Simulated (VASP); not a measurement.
# GaN (F-43m) under uniaxial stress along [111], part 2 of 2

Wanted: the response of GaN to uniaxial stress along [111], as a table, with a fit that predicts a row left out.

VASP 6.6.1, plane waves and PAW; the level of theory is named at each step.

So far: The starting structure; Relax the crystal, LDA; Strain across the axis, LDA; Band edges, TB-mBJ with spin-orbit coupling; Band edges, r2SCAN with spin-orbit coupling.

**5. Band edges, r2SCAN with spin-orbit coupling (continued)**

Level of this step: r2SCAN, spin-orbit coupling; plane waves and PAW (Ga_d, N); cell typed or built by script (VASP).

From OUTCAR (step 5):

```text
  Total        0.7964850      0.7964850      0.7964850     -0.0910381     -0.0910381     -0.0910381
  in kB       57.2506345     57.2506345     57.2506345     -6.5437372     -6.5437372     -6.5437372
  external PRESSURE =      57.2506345 kB  Pullay stress =       0.0000000 kB

 POSITION                                       TOTAL-FORCE (eV/Angst)
 -----------------------------------------------------------------------------------
      0.00134      0.00134      0.00134         0.002598      0.002598      0.002598
      1.11990      1.11990      1.11990        -0.002598     -0.002598     -0.002598
 -----------------------------------------------------------------------------------
    total drift:                                0.000593      0.000593      0.000593

  FREE ENERGIE OF THE ION-ELECTRON SYSTEM (eV)
  ---------------------------------------------------
  free  energy   TOTEN  =      -157.0047267955 eV

  energy  without entropy=     -157.0047267955  energy(sigma->0) =     -157.00472680

[... 2 parts as in an earlier step ...]

[... 1 further part left out ...]
[key lines of the parts left out:]
E-fermi :   5.5986
```

Read from the output:

```
energy(sigma→0) of the program : -157.0047 eV
stress, compression positive   : 4.42 along [111], 6.38 across it (mean), GPa
```

The run ends at a pressure of 5.73 GPa, with forces up to 0.0045 eV/Å.

**6. The whole series**

Runs beyond LDA use the data sets made with LDA; this shifts their levels slightly, and their total energies have another zero (at TB-mBJ, which has no energy functional, they mean nothing).

The other members went through these steps as far as the tables show, with the same cutoff and, step by step, the same mesh; 36 runs are not shown. The session took 14 core hours (wall time by ranks) on a shared machine.

```tsv
strain along the axis (%)	strain across the axis (%)	stress along the axis, tension positive (GPa)	energy above the unstrained row (meV/atom)	gap on the mesh, LDA (eV)
-2.000	0.393	-7.661	5.498	1.895
-1.500	0.291	-5.743	3.114	1.909
-1.000	0.192	-3.844	1.419	1.922
-0.500	0.095	-1.922	0.380	1.932
0	0.000	-0.010	0.000	1.940
0.500	-0.090	1.895	0.291	1.905
1.000	-0.180	3.775	1.234	1.868
1.500	-0.263	5.645	2.810	1.828
2.000	-0.349	7.506	5.035	1.787
```

Slopes at zero strain, from cubics through all rows: strain ratio -0.185, stress over strain 381 GPa.

Band edges at TB-mBJ with spin-orbit coupling, counted from the valence-band top at Γ, spin-orbit pairs averaged, with one row partly withheld:

```tsv
strain along the axis (%)	gap (eV)	conduction band at Γ (eV)	Δ or X valley along z (eV)	Δ or X valley along x (eV)	lowest conduction level at L, [111] (eV)	lowest conduction level at L, [-111] (eV)	second valence level below the top (eV)	third valence level below the top (eV)
-2.000	3.000	3.000	4.519	4.519	5.973	6.249	0.146	0.149
-1.500	3.013	3.013	4.550	4.550	6.031	6.238	0.109	0.112
-1.000	3.025	3.025	4.578	4.578	6.089	6.227	0.072	0.075
-0.500	3.034	3.034	4.604	4.604	6.145	6.214	0.035	0.039
0	3.039	3.039	4.626	4.626	6.199	6.199	0.000	0.005
0.500	3.007	3.007	4.611	4.611	6.216	6.148	0.004	0.039
1.000	2.973	2.973	4.594	4.594	6.233	6.096	0.004	0.076
1.500	2.936	2.936	4.575	4.575	?	6.042	0.004	0.113
2.000	2.897	2.897	4.554	4.554	6.263	5.989	0.004	0.149
```

Conduction masses, in electron masses:

```tsv
strain along the axis (%)	conduction mass at Γ, along the strain axis or the normal of the plane	conduction mass at Γ, across the strain axis or in the plane
-2.000	0.250	0.233
-1.500	0.249	0.235
-1.000	0.245	0.235
-0.500	0.241	0.236
0	0.235	0.235
0.500	0.233	0.237
1.000	0.226	0.237
1.500	0.223	0.238
2.000	0.217	0.237
```

Band edges at r2SCAN with spin-orbit coupling, counted from the valence-band top at Γ, spin-orbit pairs averaged:

```tsv
strain along the axis (%)	gap (eV)	conduction band at Γ (eV)	Δ or X valley along z (eV)	Δ or X valley along x (eV)	lowest conduction level at L, [111] (eV)	lowest conduction level at L, [-111] (eV)	second valence level below the top (eV)	third valence level below the top (eV)
-2.000	2.282	2.282	3.654	3.654	5.113	5.428	0.162	0.167
-1.500	2.296	2.296	3.688	3.688	5.179	5.416	0.121	0.127
-1.000	2.308	2.308	3.720	3.720	5.246	5.403	0.079	0.085
-0.500	2.317	2.317	3.749	3.749	5.310	5.389	0.038	0.045
0	2.322	2.323	3.774	3.774	5.372	5.372	0.000	0.009
0.500	2.286	2.287	3.758	3.758	5.394	5.316	0.006	0.044
1.000	2.248	2.248	3.740	3.740	5.415	5.258	0.006	0.086
1.500	2.207	2.207	3.720	3.720	5.434	5.200	0.006	0.126
2.000	2.165	2.166	3.699	3.699	5.454	5.143	0.007	0.166
```

Conduction masses, in electron masses:

```tsv
strain along the axis (%)	conduction mass at Γ, along the strain axis or the normal of the plane	conduction mass at Γ, across the strain axis or in the plane
-2.000	0.197	0.181
-1.500	0.193	0.182
-1.000	0.189	0.182
-0.500	0.185	0.181
0	0.181	0.181
0.500	0.177	0.181
1.000	0.174	0.181
1.500	0.170	0.181
2.000	0.166	0.180
```

**7. Fit and prediction**

The quantity to fit is the splitting of the lowest conduction levels at the L points ([111] less [-111]) at TB-mBJ with spin-orbit coupling: -0.276, -0.207, -0.138, -0.069, 0.000, 0.068, 0.138, 0.275 eV in the rows shown.

A least-squares parabola through the 8 rows shown, with d the strain along the axis less the strain across it, in %: E = 3.47e-4 d² + 0.1162 d − 7.76e-5 (eV), r.m.s. residual 1.3e-4 eV.

For the withheld row, d = 1.763, the fit gives 0.2059 eV.

**8. The withheld row**

The calculation gives 0.2062 eV, so the prediction is 0.0003 eV too low.

The splitting is Ξu times 8/9 of d, with d as a fraction, so the linear term gives Ξu = 13.1 eV.

**9. What came out**

```json
{
  "Poisson ratio": "0.185",
  "Young's modulus along the axis": "381 GPa",
  "gap of the unstrained cell, TB-mBJ with spin-orbit coupling": "3.04 eV",
  "gap of the unstrained cell, r2SCAN with spin-orbit coupling": "2.32 eV",
  "shear deformation potential Ξu of the lowest conduction levels at L": "13.1 eV",
  "error of the predicted row": "-0.3 meV"
}
```

In words: As a check, the curvature of the energy gives 380 GPa for the same modulus (energy per volume = E/2 × strain²), 0 % from the slope of the stress. The energy also has a linear term worth 0.12 GPa that the stress column lacks, a mark of the finite basis. At TB-mBJ with spin-orbit coupling the lowest conduction valley is Γ throughout, and the gap runs between 2.90 and 3.04 eV. At r2SCAN with spin-orbit coupling the lowest conduction valley is Γ throughout, and the gap runs between 2.16 and 2.32 eV. Hole masses are left out throughout, since the top bands are degenerate or cross in many series; of conduction masses, those of the Γ, L and (for Si and Ge under (001) strain) Δ valleys are kept where they change by under an eighth between rows. TB-mBJ is a potential fitted for gaps; it has no energy functional, so its total energies and forces mean nothing, and its bands tend to come out too narrow. r2SCAN opens gaps somewhat over GGA but leaves them below measured values as a rule. Δ or X levels are the lowest on their line, refined by a parabola unless they lie at X; the gap is read from all points sampled and can differ from the lowest valley by some meV, or by tens of meV where strain moves the valence top off Γ. Temperature, zero-point motion and excitons are left out.

[Lines on the potential files, build, host, timing and source positions are cut from VASP's logs without a mark.]

[Logs are printed without paths, hosts, clocks, repeated set-up lines and the standing remarks that a program may print on its own settings, such as how far it seeks lower states.]

[Hosts, paths, dates, database ids (printed as entryN), source tags and the programs' standing remarks are cut or masked in the printed files.]

[In band tables of VASP the shares of atoms and orbitals are scaled to a sum of 1 inside the atoms' spheres.]
